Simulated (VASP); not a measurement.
# TaN in VASP: reference runs

How does TaN come out in PBE? The cell is run as given.

Program: VASP 6.6.1. These are calculated values, not measurements. Logs are shortened: lines on timing, memory, paths and dates and some standing lists are left out, and cuts for length are marked.

**1. The cell of the first run**

The cell holds a slab with vacuum, 8 atoms: a = 2.938 Å, b = 2.938 Å, c = 25.090 Å, α = 90.00°, β = 90.00°, γ = 120.00°.

**2. Single point, PBE (the (0 0 1) slab of TaN, cut from the database cell, not relaxed)**

File INCAR:

```
SYSTEM = TaN
ALGO = Normal
DIPOL = 0.5 0.5 0.500
EDIFF = 1E-7
ENCUT = 520
GGA = PE
IDIPOL = 3
ISIF = 2
ISMEAR = -1
LASPH = .True.
LCHARG = .False.
LDIPOL = .True.
LREAL = .False.
LWAVE = .False.
NBANDS = 42
NELM = 60
PREC = Accurate
SIGMA = 0.05
```

File KPOINTS:

```
k-points
0
Gamma
  10 10 1
  0 0 0
```

File POSCAR:

```
TaN
1.0
    2.9379988584      0.0000000000      0.0000000000
   -1.4689994292      2.5443816477      0.0000000000
    0.0000000000      0.0000000000     25.0905000000
Ta N
4 4
Direct
    0.3333333333      0.6666666666      0.2989179171
    0.3333333333      0.6666666666      0.4138219645
    0.3333333333      0.6666666666      0.5287260118
    0.3333333333      0.6666666666      0.6436300592
    0.0000000000      0.0000000000      0.3563699408
    0.0000000000      0.0000000000      0.4712739882
    0.0000000000      0.0000000000      0.5861780355
    0.0000000000      0.0000000000      0.7010820829
```

Potentials or basis: VASP PAW PBE potentials, release 64 (Ta_pv, N).

Launch:

```console
cat potpaw_PBE.64/Ta_pv/POTCAR potpaw_PBE.64/N/POTCAR > POTCAR
mpirun -np 1 vasp_std > vasp.out
```

OUTCAR:

```text
SYSTEM = TaN
   EDIFF = 1E-7
   ENCUT = 520
   GGA = PE
   ISIF = 2
   ISMEAR = -1
   LASPH = .True.
   LREAL = .False.
   NELM = 60
   PREC = Accurate

 ion  position               nearest neighbor table
   1  0.333  0.667  0.299-   5 2.23   5 2.23   5 2.23   2 2.88
   2  0.333  0.667  0.414-   6 2.23   5 2.23   6 2.23   6 2.23   5 2.23   5 2.23   3 2.88   1 2.88

   3  0.333  0.667  0.529-   6 2.23   6 2.23   6 2.23   7 2.23   7 2.23   7 2.23   2 2.88   4 2.88

   4  0.333  0.667  0.644-   7 2.23   8 2.23   7 2.23   8 2.23   7 2.23   8 2.23   3 2.88
   5  0.000  0.000  0.356-   1 2.23   2 2.23   1 2.23   2 2.23   1 2.23   2 2.23
   6  0.000  0.000  0.471-   3 2.23   3 2.23   3 2.23   2 2.23   2 2.23   2 2.23
   7  0.000  0.000  0.586-   3 2.23   4 2.23   3 2.23   3 2.23   4 2.23   4 2.23
   8  0.000  0.000  0.701-   4 2.23   4 2.23   4 2.23

  LATTYP: Found a hexagonal cell.
 ALAT       =     2.9379988584
 C/A-ratio  =     8.5399965110

  Lattice vectors:

 A1 = (   2.9379988584,   0.0000000000,   0.0000000000)
 A2 = (  -1.4689994292,   2.5443816477,   0.0000000000)
 A3 = (   0.0000000000,   0.0000000000,  25.0905000000)

Analysis of symmetry for initial positions (statically):
=====================================================================
 Subroutine PRICEL returns:
 Original cell was already a primitive cell.

 Routine SETGRP: Setting up the symmetry group for a
 hexagonal supercell.

 Subroutine GETGRP returns: Found  6 space group operations
 (whereof  6 operations were pure point group operations)
 out of a pool of 24 trial point group operations.

The static configuration has the point symmetry C_3v.

Analysis of symmetry for dynamics (positions and initial velocities):
=====================================================================
 Subroutine PRICEL returns:
 Original cell was already a primitive cell.

 Routine SETGRP: Setting up the symmetry group for a
 hexagonal supercell.

 Subroutine GETGRP returns: Found  6 space group operations
 (whereof  6 operations were pure point group operations)
 out of a pool of 24 trial point group operations.

The dynamic configuration has the point symmetry C_3v.

 Subroutine INISYM returns: Found  6 space group operations
 (whereof  6 operations are pure point group operations),
 and found     1 'primitive' translations

[... 106 lines left out ...]
   NELECT =      64.0000    total number of electrons
   NUPDOWN=      -1.0000    fix difference up-down
   EMIN   =  10.00;   EMAX   =-10.00  energy-range for DOS
   EFERMI =   0.00;   METHOD = LEGACY
   ISMEAR =    -1;   SIGMA  =   0.05  broadening in eV -4-tet -1-fermi 0-gaus
   EFERMI_NEDOS =   21; number of points for ismear=-14 and -15
   IALGO  =     38    algorithm
   IMIX   =      4    mixing-type and parameters
     AMIX     =   0.40;   BMIX     =  1.00
     AMIX_MAG =   1.60;   BMIX_MAG =  1.00
  volume/ion in A,a.u.               =      23.45       158.22
  Fermi-wavevector in a.u.,A,eV,Ry     =   1.143985  2.161819 17.805975  1.308702
  Thomas-Fermi vector in A             =   2.280679
   LORBIT       =      0    0 simple, 1 ext, 2 COOP (PROOUT), +10 PAW based schemes
   GGA     = PE    functional components
   LHFCALC =     F    Hartree Fock is set to
   AEXX    =    0.0000 exact exchange contribution
   IVDW    =     0    specifies the selected vdW correction
   LEPSILON=     F    determine dielectric tensor
   LRPA    =     F    only Hartree local field effects (RPA)
 non-spin polarized calculation
  energy-cutoff  :      520.00
  volume of cell :      187.56
 maximum number of plane-waves:      5157
 NGX is ok and might be reduce to    24
   NGX = 11   NGY = 11   NGZ = 93

 dipolmoment           0.000000      0.000000     -0.121536 electrons x Angstroem

 number of electron      64.0000009 magnetization

 dipolmoment           0.000000      0.000000      0.108497 electrons x Angstroem

 Free energy of the ion-electron system (eV)
  ---------------------------------------------------
  ext. energy  EPLUGINS =         0.00000000
  ---------------------------------------------------
  free energy    TOTEN  =       -84.90698269 eV

  energy without entropy =      -84.87781266  energy(sigma->0) =      -84.89239768

 E-fermi :   0.1534     XC(G=0):  -6.9883

 val. band max:        0.1168875491   @ k =   0.3000   0.1000   0.0000
 cond. band min:       0.1729372213   @ k =   0.4000   0.0000   0.0000
 fundamental gap:      0.0560496722
 Fermi energy:         0.1534488319

 k-point     1 :       0.0000    0.0000    0.0000
  band No.  band energies     occupation
      1     -35.2740      2.00000
      2     -34.8856      2.00000
      3     -34.5443      2.00000
      4     -34.2754      2.00000
      5     -34.2754      2.00000
      6     -34.2721      2.00000
[... 619 lines left out ...]
     41       4.9162      0.00000
     42       5.1798      0.00000

------------------------ aborting loop because EDIFF is reached ----------------------------------------

 vacuum level on the upper side and lower side of the slab       (xc-potential included)         1.170        -1.402

  FORCE on cell =-STRESS in cart. coord.  units (eV):
  Direction    XX          YY          ZZ          XY          YZ          ZX
  --------------------------------------------------------------------------------------
  -------------------------------------------------------------------------------------
  Total        0.9770840      0.9770840     -5.0041990      0.0000000      0.0000000      0.0000000
  in kB        8.3464020      8.3464020    -42.7466374      0.0000000      0.0000000      0.0000000
  external PRESSURE =      -8.6846111 kB  Pullay stress =       0.0000000 kB

 VOLUME and BASIS-vectors are now :
 -----------------------------------------------------------------------------
  energy-cutoff  :      520.00
  volume of cell :      187.56
      direct lattice vectors                 reciprocal lattice vectors
     2.937998858  0.000000000  0.000000000     0.340367729  0.196511400  0.000000000
    -1.468999429  2.544381648  0.000000000     0.000000000  0.393022800  0.000000000
     0.000000000  0.000000000 25.090500000     0.000000000  0.000000000  0.039855722

 POSITION                                       TOTAL-FORCE (eV/Angst)
 -----------------------------------------------------------------------------------
     -0.00000      1.69625      7.50000        -0.000000     -0.000000     -0.387765
     -0.00000      1.69625     10.38300         0.000000     -0.000000     -0.310067
     -0.00000      1.69625     13.26600        -0.000000     -0.000000      0.273565
     -0.00000      1.69625     16.14900         0.000000     -0.000000      7.205657
      0.00000      0.00000      8.94150        -0.000000      0.000000      0.367846
      0.00000      0.00000     11.82450         0.000000      0.000000     -0.050528
      0.00000      0.00000     14.70750         0.000000     -0.000000     -1.172603
      0.00000      0.00000     17.59050         0.000000     -0.000000     -5.926106
 -----------------------------------------------------------------------------------
    total drift:                               -0.000000      0.000000     -0.000186

  FREE ENERGIE OF THE ION-ELECTRON SYSTEM (eV)
  ---------------------------------------------------
  free  energy   TOTEN  =       -84.9069826938 eV

  energy  without entropy=      -84.8778126621  energy(sigma->0) =      -84.89239768

 vacuum level on the upper side and lower side of the slab         7.746         5.118
```

OSZICAR:

```text
N       E                     dE             d eps       ncg     rms          rms(c)
DAV:   1     0.603451448994E+03    0.60345E+03   -0.35303E+04  1288   0.143E+03
DAV:   2    -0.526006820515E+02   -0.65605E+03   -0.63642E+03  1406   0.407E+02
DAV:   3    -0.953477180718E+02   -0.42747E+02   -0.41677E+02  1472   0.961E+01
[... 34 lines left out ...]
DAV:  38    -0.849069805198E+02   -0.78811E-05   -0.45163E-06  1616   0.131E-02    0.466E-03
DAV:  39    -0.849069813336E+02   -0.81385E-06   -0.85275E-07  1440   0.533E-03    0.387E-03
DAV:  40    -0.849069824588E+02   -0.11252E-05   -0.15708E-07  1096   0.228E-03    0.193E-03
DAV:  41    -0.849069827028E+02   -0.24399E-06   -0.54758E-08   872   0.128E-03    0.144E-03
DAV:  42    -0.849069826938E+02    0.90358E-08   -0.34774E-08   974   0.112E-03
   1 F= -.84906983E+02 E0= -.84892398E+02  d E =-.291700E-01
```

It took 3.3 min on 1 thread of Intel Xeon 6975P-C (Granite Rapids), shared host; peak memory 0.35 GiB.

Results:

```yaml
Free_energy: -84.9070 eV
Largest_force: 7.206 eV/Å
Band_gap_on_the_k_mesh: none (metal or under the smearing width)
```

Forces on the atoms (eV/Å):
```
Ta   0.000  0.000 -0.388
Ta   0.000  0.000 -0.310
Ta   0.000  0.000  0.274
Ta   0.000  0.000  7.206
N    0.000  0.000  0.368
N    0.000  0.000 -0.051
N    0.000  0.000 -1.173
N    0.000  0.000 -5.926
```

Spin-orbit coupling is left out, which matters for the levels of Ta.
